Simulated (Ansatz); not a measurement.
Zr (bcc): energy against volume

All numbers below come from DFT, r2SCAN, plane waves (500 eV) with PAW, scalar-relativistic in Ansatz 0.2.0. (PAW data from PBE, frozen cores regenerated.)

The cell is scaled uniformly from the relaxed one, with fractional coordinates and shape fixed. Energies are extrapolated to zero smearing, pressures are those at the given smearing. Magnetic state: spin not included.

A Birch-Murnaghan fit gives V₀ = 22.92 Å³/atom, B₀ = 87 GPa, B₀′ = 2.9.

(1) What are the energy above the minimum and the pressure at 20.264 Å³/atom?

(2) What are the energy above the minimum and the pressure at 22.107 Å³/atom?

(3) What are the energy above the minimum and the pressure at 25.791 Å³/atom?

## Answers

(1) 97.7 meV/atom and 13.23 GPa as computed.

(2) 8.2 meV/atom and 3.69 GPa as computed.

(3) 83.7 meV/atom and -8.32 GPa as computed.
